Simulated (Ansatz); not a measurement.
**Al2Pt: response to strain**

Al2Pt is deformed so: equal xy, yz and zx engineering shear strains of -1 %. What stress and forces result, by LAPW, PAW and all-electron datasets made for the crystal?

Computed with Ansatz 0.2.0 (DFT LDA, scalar-relativistic, unless a step's input says otherwise).

## 1. The structure to begin with

It takes space group Fm-3m (No. 225, cubic). The conventional cell has a = 5.910 Å, b = 5.910 Å, c = 5.910 Å, α = 90.00°, β = 90.00°, γ = 90.00°. Al (site symmetry -43m) is surrounded by 4 Pt at 2.56 Å. Pt (site symmetry m-3m) is surrounded by 8 Al at 2.56 Å.

As a file:

```cif
data_structure
_symmetry_space_group_name_H-M 'P 1'
_symmetry_Int_Tables_number 1
_cell_length_a 4.1790
_cell_length_b 4.1790
_cell_length_c 4.1790
_cell_angle_alpha 60.000
_cell_angle_beta 60.000
_cell_angle_gamma 60.000
_cell_volume 51.61
loop_
_atom_site_label
_atom_site_type_symbol
_atom_site_fract_x
_atom_site_fract_y
_atom_site_fract_z
_atom_site_occupancy
Al1 Al 0.25000 0.25000 0.25000 1
Al2 Al 0.75000 0.75000 0.75000 1
Pt1 Pt 0.00000 0.00000 0.00000 1
```

Atoms are numbered in the order of the input: Al1, Al2, Pt3.

## 2. After the deformation

Space group Fm-3m before, R-3m after.

## 3. All-electron LAPW

input.yaml

```yaml
crystal:
  lattice:
    - [-0.02955, 2.940225, 2.940225]
    - [2.940225, -0.02955, 2.940225]
    - [2.940225, 2.940225, -0.02955]
  atoms:
    - { symbol: Al, position: [0.25, 0.25, 0.25] }
    - { symbol: Al, position: [0.75, 0.75, 0.75] }
    - { symbol: Pt, position: [0.0, 0.0, 0.0] }
kpoints:
  mp_grid: { grid: [12, 12, 12] }
  band_path:
    path:
      - [0.0, 0.0, 0.0]
      - [0.5, 0.5, 0.5]
      - [0.2525443832, 0.5, 0.7474556168]
      - [-0.2525443832, 0.2525443832, 0.5]
      - [0.0, 0.0, 0.5]
      - [0.0, 0.0, 0.0]
      - [-0.3762721916, 0.0, 0.3762721916]
      - [0.0, 0.3762721916, 0.6237278084]
      - [0.0, 0.5, 0.5]
    npoints: 5
scf:
  occupations: { method: fermi_dirac, width: 0.08 }
hamiltonian:
  xc: lda
  pseudopotentials: { kind: all_electron, lapw: { basis_error: 0.001 } }
output:
  forces: true
  stress: true
  eigenvalues: true
```

Command:

```
$ ansatz run input.yaml --threads 1 --pin off --max-ram 4096MiB --backend cpu --events-out ev --progress --plain --runs-dir out
```

Log, shortened:

```text
LAPW: plane waves up to 8.316 Å⁻¹, error target 1.0e-3 eV per atom; small_component_spin mean_spin; Al in spheres of 1.132 Å, 11 of its electrons in bands, Dirac shells []; Pt in spheres of 1.401 Å, 42 of its electrons in bands, Dirac shells []
[...]
Pseudopotentials: kind: all_electron
Pseudopotential: Al, LAPW, valence charge 11, Koelling and Harmon's equation, gaussian nucleus
Pseudopotential: Pt, LAPW, valence charge 42, Koelling and Harmon's equation, gaussian nucleus
Functional definition: SPW92
[...]
Crystal: 3 atoms, lattice volume = 51.602 Å³
Basis set: ecut = 263.5135352426862 eV, 531 PW (Γ), exchange–correlation at level 2
Bands: 39, of which v1, the nominal top of the filled ones, is band 32 counted from 1 (31 counted from 0)
Symmetry: 12 space group operations
Space group: R-3m (ITA 166), of the structure as read, at distance tolerance 3.7e-5 Å
k-points: 189 of 1728
[...]
SCF iter   1: F=—  HF=-513848.702176 eV  |F-HF|=—  |Δ(HF+E_count)|=         —  Δρ=2.77e-2  dr2=2.25e-1  ethr=3.50e-4  ⟨swp⟩=2.8  Hψ=47399  notcnv=0
[...]
SCF iter   7: F=-513848.133273 eV  HF=-513848.133273 eV  |F-HF|=3.43e-9  |Δ(HF+E_count)|=   5.66e-7  Δρ=7.50e-6  dr2=1.45e-8  ethr=1.70e-9  ⟨swp⟩=2.0  Hψ=20537  notcnv=0
[...]
NSCF: frozen V_eff on 41 k-points
SCF converged after 7 iterations
Free energy (F): -513848.133273 eV
[...]
E sigma→0 (E₀):  -513848.120512 eV
Entropy (-TS):   -0.025522 eV (-8.507 meV/atom)
Fermi energy:    13.961672 eV
[...]
--- Forces (eV/Å), atoms counted from 1 ---
  atom   1  Al     0.07328851     0.07328851     0.07328851
  atom   2  Al    -0.07328851    -0.07328851    -0.07328851
  atom   3  Pt     0.00000000    -0.00000000     0.00000000
[...]
--- Stress (GPa, compression-positive) ---
       -3.875724       0.878424       0.878424
        0.878424      -3.875724       0.878424
        0.878424       0.878424      -3.875724
  P = ⅓ Tr σ = -3.8757 GPa (-38.757 kbar)
--- Band table (eV; the first three rows and the last of 189) ---
[...]
```

It took 1.7 min on 1 thread of Arm Neoverse V1, shared host; peak memory 0.93 GiB.

This run gives: pressure -3.88 GPa; no gap; largest force 0.127 eV/Å.

## 4. PAW on the default files

input.yaml

```yaml
crystal:
  lattice:
    - [-0.02955, 2.940225, 2.940225]
    - [2.940225, -0.02955, 2.940225]
    - [2.940225, 2.940225, -0.02955]
  atoms:
    - { symbol: Al, position: [0.25, 0.25, 0.25] }
    - { symbol: Al, position: [0.75, 0.75, 0.75] }
    - { symbol: Pt, position: [0.0, 0.0, 0.0] }
kpoints:
  mp_grid: { grid: [12, 12, 12] }
scf:
  occupations: { method: fermi_dirac, width: 0.08 }
hamiltonian:
  xc: lda
  pseudopotentials: { kind: paw }
output:
  forces: true
  stress: true
  eigenvalues: true
  efg: { contact_densities: true }
```

Command:

```
$ ansatz run input.yaml --threads 1 --pin off --max-ram 4096MiB --backend cpu --events-out ev --progress --plain --runs-dir out
```

Log, shortened:

```text
Pt: output.efg is read without spin–orbit coupling, which moves field gradients at and beside such atoms by some per cent and up to a factor of two; PAW files take it under magnetization.noncollinear and magnetization.spin_orbit
[...]
Pseudopotentials: kind: paw
Pseudopotential: Al, paw, valence charge 3, recommended cutoff 420 eV (normal)
Pseudopotential: Pt, paw, valence charge 18, recommended cutoff 420 eV (normal)
Functional definition: SPW92
[...]
Crystal: 3 atoms, lattice volume = 51.602 Å³
Basis set: ecut = 420 eV, 959 PW (Γ)
Bands: 16, of which v1, the nominal top of the filled ones, is band 12 counted from 1 (11 counted from 0)
Symmetry: 12 space group operations
Space group: R-3m (ITA 166), of the structure as read, at distance tolerance 3.7e-5 Å
k-points: 189 of 1728
[...]
--- Stress (GPa, compression-positive) ---
       -3.889943       0.877393       0.877393
        0.877393      -3.889943       0.877393
        0.877393       0.877393      -3.889943
  P = ⅓ Tr σ = -3.8899 GPa (-38.899 kbar)
--- PAW observables at the nuclei: V_zz in 10²¹ V/m², potentials from the cell's mean, atoms counted from 1 ---
  atom   1  Al V_zz =    -0.109307   η = 0.0000   by run symmetry: allowed
            electrostatic potential = -1234.298131 V   contact ρ = 9984.976593 e/Å³
  atom   2  Al V_zz =    -0.109307   η = 0.0000   by run symmetry: allowed
            electrostatic potential = -1234.298131 V   contact ρ = 9984.976593 e/Å³
  atom   3  Pt V_zz =    +0.291975   η = 0.0000   by run symmetry: allowed
            electrostatic potential = -16114.378362 V   contact ρ = 12038838.025418 e/Å³
--- Band table (eV; the first three rows and the last of 189) ---
  k-point 0: bands = ["-87.8567", "-42.0023", "-41.9879", "-41.9879", "0.9072", "6.0646", "6.0646", "6.0658", "7.4255", "7.4255", "13.9333", "14.8730", "14.8730", "15.0956", "16.4856", "16.4856"]
[...]
```

Wall time 10 s (1 thread of Arm Neoverse V1, shared host); peak memory 0.44 GiB.

Read from it: pressure -3.89 GPa; no gap; largest force 0.127 eV/Å; Vzz Al1 -0.11 (η = 0.00), Pt3 0.29 (η = 0.00) (10²¹ V/m²).

## 5. Datasets made for this crystal

Changes to input.yaml since step 4:

```diff
@@ -15,3 +15,3 @@
   xc: lda
-  pseudopotentials: { kind: paw }
+  pseudopotentials: { kind: all_electron, datasets: crystal }
 output:
```

Command:

```
$ ansatz run input.yaml --threads 1 --pin off --max-ram 4096MiB --backend cpu --events-out ev --progress --plain --runs-dir out
```

Log, shortened:

```text
[...]
Pt: output.efg is read without spin–orbit coupling, which moves field gradients at and beside such atoms by some per cent and up to a factor of two; PAW files take it under magnetization.noncollinear and magnetization.spin_orbit
[...]
Pseudopotentials: kind: all_electron
Pseudopotential: Al, paw, valence charge 11, recommended cutoff 260 eV (normal), Koelling and Harmon's equation, gaussian nucleus
Pseudopotential: Pt, paw, valence charge 18, recommended cutoff 260 eV (normal), Koelling and Harmon's equation, gaussian nucleus
Functional definition: SPW92
[...]
Crystal: 3 atoms, lattice volume = 51.602 Å³
Basis set: ecut = 260 eV, 531 PW (Γ)
Bands: 12, of which v1, the nominal top of the filled ones, is band 8 counted from 1 (7 counted from 0)
Symmetry: 12 space group operations
Space group: R-3m (ITA 166), of the structure as read, at distance tolerance 3.7e-5 Å
[...]
--- Stress (GPa, compression-positive) ---
       -3.878560       0.878513       0.878513
        0.878513      -3.878560       0.878513
        0.878513       0.878513      -3.878560
  P = ⅓ Tr σ = -3.8786 GPa (-38.786 kbar)
  It holds what live shells' own plane waves past their cutoff add
--- PAW observables at the nuclei: V_zz in 10²¹ V/m², potentials from the cell's mean, atoms counted from 1 ---
  atom   1  Al V_zz =    -0.104010   η = 0.0000   by run symmetry: allowed
            electrostatic potential = -1231.253526 V   contact ρ = 9990.985250 e/Å³
  atom   2  Al V_zz =    -0.104010   η = 0.0000   by run symmetry: allowed
            electrostatic potential = -1231.253526 V   contact ρ = 9990.985250 e/Å³
  atom   3  Pt V_zz =    +0.289395   η = 0.0000   by run symmetry: allowed
            electrostatic potential = -16107.958550 V   contact ρ = 12031475.709253 e/Å³
--- Band table (eV; the first three rows and the last of 189) ---
  k-point 0: bands = ["3.7151", "8.8766", "8.8766", "8.8782", "10.2395", "10.2395", "16.7354", "17.7005", "17.7005", "17.9234"]
[...]
```

Wall time 25 s (1 thread of Arm Neoverse V1, shared host); peak memory 0.67 GiB.

This run gives: pressure -3.88 GPa; no gap; largest force 0.127 eV/Å; Vzz Al1 -0.10 (η = 0.00), Pt3 0.29 (η = 0.00) (10²¹ V/m²).

## 6. Stress and forces compared

Stress (GPa, compression positive):

| method | xx | yy | zz | yz | xz | xy |
| --- | --- | --- | --- | --- | --- | --- |
| LAPW | -3.88 | -3.88 | -3.88 | 0.88 | 0.88 | 0.88 |
| PAW | -3.89 | -3.89 | -3.89 | 0.88 | 0.88 | 0.88 |
| crystal datasets | -3.88 | -3.88 | -3.88 | 0.88 | 0.88 | 0.88 |

Forces (eV/Å):

| atom | LAPW x | LAPW y | LAPW z | PAW x | PAW y | PAW z | crystal datasets x | crystal datasets y | crystal datasets z |
| --- | --- | --- | --- | --- | --- | --- | --- | --- | --- |
| Al1 | 0.073 | 0.073 | 0.073 | 0.073 | 0.073 | 0.073 | 0.073 | 0.073 | 0.073 |
| Al2 | -0.073 | -0.073 | -0.073 | -0.073 | -0.073 | -0.073 | -0.073 | -0.073 | -0.073 |
| Pt3 | 0.000 | 0.000 | 0.000 | 0.000 | 0.000 | 0.000 | 0.000 | 0.000 | 0.000 |

| method | pressure (GPa) | largest force (eV/Å) | Vzz Al1 (10²¹ V/m²) | Vzz Pt3 (10²¹ V/m²) | SCF cycles, by the record's count |
| --- | --- | --- | --- | --- | --- |
| LAPW | -3.88 | 0.127 | – | – | 7 |
| PAW | -3.89 | 0.127 | -0.11 | 0.29 | 7 |
| crystal datasets | -3.88 | 0.127 | -0.10 | 0.29 | 9 |

## 7. Results

| quantity | value |
| --- | --- |
| pressure | LAPW -3.88, PAW -3.89, crystal datasets -3.88 GPa |
| largest shear or deviatoric stress (LAPW) | 0.88 GPa |

The largest part of the stress beyond the pressure is 0.88 GPa in size; the atoms are carried along and not relaxed. No run of the undeformed cell stands beside it, so pressure and stress hold what the given cell had before the change, as far as its symmetry allows. PAW: stress within 0.02 GPa of LAPW, forces within 1 meV/Å. Crystal datasets: stress within 0.01 GPa of LAPW, forces within 1 meV/Å. Spin-orbit coupling is left out, though the cell holds Pt; in elements this heavy it can shift bands and gaps by tenths of an eV.
